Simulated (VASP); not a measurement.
Write the native input for VASP 6.6.1 that does the following.

```
Task                   : band structure
Functional             : PBEsol
Potentials or basis    : VASP PAW PBE potentials, release 64 (Ga_d, P)
Cutoff                 : 520 eV
k mesh                 : 8 × 8 × 8
Occupations            : gaussian, width 0.03 eV
Spin                   : no spin polarisation
Further INCAR settings : ALGO = Normal; EDIFF = 1e-07; NBANDS = 16
```

The structure of GaP lies in POSCAR:

```
GaP                                     
1.0
    0.0000000000      2.7184163015      2.7184163015
    2.7184163015      0.0000000000      2.7184163015
    2.7184163015      2.7184163015      0.0000000000
  Ga              P             
     1     1
Direct
     0.0000000000000000    0.0000000000000000    0.0000000000000000
     0.2500000000000000    0.2500000000000000    0.2500000000000000
```

These files were run (other wordings do the same):

INCAR

```
SYSTEM = GaP
  ALGO = Normal
  EDIFF = 1E-7
  ENCUT = 520
  GGA = PS
  ICORELEVEL = 1
  ISIF = 2
  ISMEAR = 0
  LASPH = .TRUE.
  LCHARG = .FALSE.
  LREAL = .FALSE.
  LWAVE = .FALSE.
  NBANDS = 16
  NELM = 80
  PREC = Accurate
  SIGMA = 0.03
```

KPOINTS

```
k-points
0
G
  8 8 8
  0 0 0
```

KPOINTS_OPT

```
explicit points
109
Reciprocal
 0.0000000000  0.0000000000  0.0000000000 1
 0.0555555556  0.0000000000  0.0555555556 1
 0.1111111111  0.0000000000  0.1111111111 1
 0.1666666667  0.0000000000  0.1666666667 1
 0.2222222222  0.0000000000  0.2222222222 1
 0.2777777778  0.0000000000  0.2777777778 1
 0.3333333333  0.0000000000  0.3333333333 1
 0.3888888889  0.0000000000  0.3888888889 1
 0.4444444444  0.0000000000  0.4444444444 1
 0.5000000000  0.0000000000  0.5000000000 1
 0.5000000000  0.0000000000  0.5000000000 1
 0.5000000000  0.0277777778  0.5277777778 1
 0.5000000000  0.0555555556  0.5555555556 1
 0.5000000000  0.0833333333  0.5833333333 1
 0.5000000000  0.1111111111  0.6111111111 1
 0.5000000000  0.1388888889  0.6388888889 1
 0.5000000000  0.1666666667  0.6666666667 1
 0.5000000000  0.1944444444  0.6944444444 1
 0.5000000000  0.2222222222  0.7222222222 1
 0.5000000000  0.2500000000  0.7500000000 1
 0.5000000000  0.2500000000  0.7500000000 1
 0.4861111111  0.2638888889  0.7500000000 1
 0.4722222222  0.2777777778  0.7500000000 1
 0.4583333333  0.2916666667  0.7500000000 1
 0.4444444444  0.3055555556  0.7500000000 1
 0.4305555556  0.3194444444  0.7500000000 1
 0.4166666667  0.3333333333  0.7500000000 1
 0.4027777778  0.3472222222  0.7500000000 1
 0.3888888889  0.3611111111  0.7500000000 1
 0.3750000000  0.3750000000  0.7500000000 1
 0.3750000000  0.3750000000  0.7500000000 1
 0.3333333333  0.3333333333  0.6666666667 1
 0.2916666667  0.2916666667  0.5833333333 1
 0.2500000000  0.2500000000  0.5000000000 1
 0.2083333333  0.2083333333  0.4166666667 1
 0.1666666667  0.1666666667  0.3333333333 1
 0.1250000000  0.1250000000  0.2500000000 1
 0.0833333333  0.0833333333  0.1666666667 1
 0.0416666667  0.0416666667  0.0833333333 1
 0.0000000000  0.0000000000  0.0000000000 1
 0.0000000000  0.0000000000  0.0000000000 1
 0.0555555556  0.0555555556  0.0555555556 1
 0.1111111111  0.1111111111  0.1111111111 1
 0.1666666667  0.1666666667  0.1666666667 1
 0.2222222222  0.2222222222  0.2222222222 1
 0.2777777778  0.2777777778  0.2777777778 1
 0.3333333333  0.3333333333  0.3333333333 1
 0.3888888889  0.3888888889  0.3888888889 1
 0.4444444444  0.4444444444  0.4444444444 1
 0.5000000000  0.5000000000  0.5000000000 1
 0.5000000000  0.5000000000  0.5000000000 1
 0.5138888889  0.4722222222  0.5138888889 1
 0.5277777778  0.4444444444  0.5277777778 1
 0.5416666667  0.4166666667  0.5416666667 1
 0.5555555556  0.3888888889  0.5555555556 1
 0.5694444444  0.3611111111  0.5694444444 1
 0.5833333333  0.3333333333  0.5833333333 1
 0.5972222222  0.3055555556  0.5972222222 1
 0.6111111111  0.2777777778  0.6111111111 1
 0.6250000000  0.2500000000  0.6250000000 1
 0.6250000000  0.2500000000  0.6250000000 1
 0.6111111111  0.2500000000  0.6388888889 1
 0.5972222222  0.2500000000  0.6527777778 1
 0.5833333333  0.2500000000  0.6666666667 1
 0.5694444444  0.2500000000  0.6805555556 1
 0.5555555556  0.2500000000  0.6944444444 1
 0.5416666667  0.2500000000  0.7083333333 1
 0.5277777778  0.2500000000  0.7222222222 1
 0.5138888889  0.2500000000  0.7361111111 1
 0.5000000000  0.2500000000  0.7500000000 1
 0.5000000000  0.2500000000  0.7500000000 1
 0.5000000000  0.2777777778  0.7222222222 1
 0.5000000000  0.3055555556  0.6944444444 1
 0.5000000000  0.3333333333  0.6666666667 1
 0.5000000000  0.3611111111  0.6388888889 1
 0.5000000000  0.3888888889  0.6111111111 1
 0.5000000000  0.4166666667  0.5833333333 1
 0.5000000000  0.4444444444  0.5555555556 1
 0.5000000000  0.4722222222  0.5277777778 1
 0.5000000000  0.5000000000  0.5000000000 1
 0.5000000000  0.5000000000  0.5000000000 1
 0.4861111111  0.4861111111  0.5277777778 1
 0.4722222222  0.4722222222  0.5555555556 1
 0.4583333333  0.4583333333  0.5833333333 1
 0.4444444444  0.4444444444  0.6111111111 1
 0.4305555556  0.4305555556  0.6388888889 1
 0.4166666667  0.4166666667  0.6666666667 1
 0.4027777778  0.4027777778  0.6944444444 1
 0.3888888889  0.3888888889  0.7222222222 1
 0.3750000000  0.3750000000  0.7500000000 1
 0.6250000000  0.2500000000  0.6250000000 1
 0.6111111111  0.2222222222  0.6111111111 1
 0.5972222222  0.1944444444  0.5972222222 1
 0.5833333333  0.1666666667  0.5833333333 1
 0.5694444444  0.1388888889  0.5694444444 1
 0.5555555556  0.1111111111  0.5555555556 1
 0.5416666667  0.0833333333  0.5416666667 1
 0.5277777778  0.0555555556  0.5277777778 1
 0.5138888889  0.0277777778  0.5138888889 1
 0.5000000000  0.0000000000  0.5000000000 1
 0.0000000000  0.0000000000  0.0000000000 1
 0.3750000000  0.3750000000  0.7500000000 1
 0.5000000000  0.5000000000  0.5000000000 1
 0.6250000000  0.2500000000  0.6250000000 1
 0.5000000000  0.2500000000  0.7500000000 1
 0.5000000000  0.0000000000  0.5000000000 1
 0.4000000000  0.0000000000  0.4000000000 1
 0.4250000000  0.0000000000  0.4250000000 1
 0.4500000000  0.0000000000  0.4500000000 1
```

Potentials or basis: VASP PAW PBE potentials, release 64 (Ga_d, P).

Command:

```bash
$ cat potpaw_PBE.64/Ga_d/POTCAR potpaw_PBE.64/P/POTCAR > POTCAR
$ mpirun -np 1 vasp_std > vasp.out
```

It gave:

```yaml
Pressure: 0.0 GPa
Band_gap_on_the_k_mesh: 1.50 eV, indirect (least direct gap 1.81 eV)
Band_gap_along_the_path: 1.45 eV, indirect (least direct gap 1.81 eV)
```

Caveat: the PAW data sets were made with another functional, which shifts forces and pressure a little.

It took 39 s on 1 thread of Intel(R) Xeon(R) Platinum 8488C (Sapphire Rapids), on a shared host, peak memory 0.18 GiB.
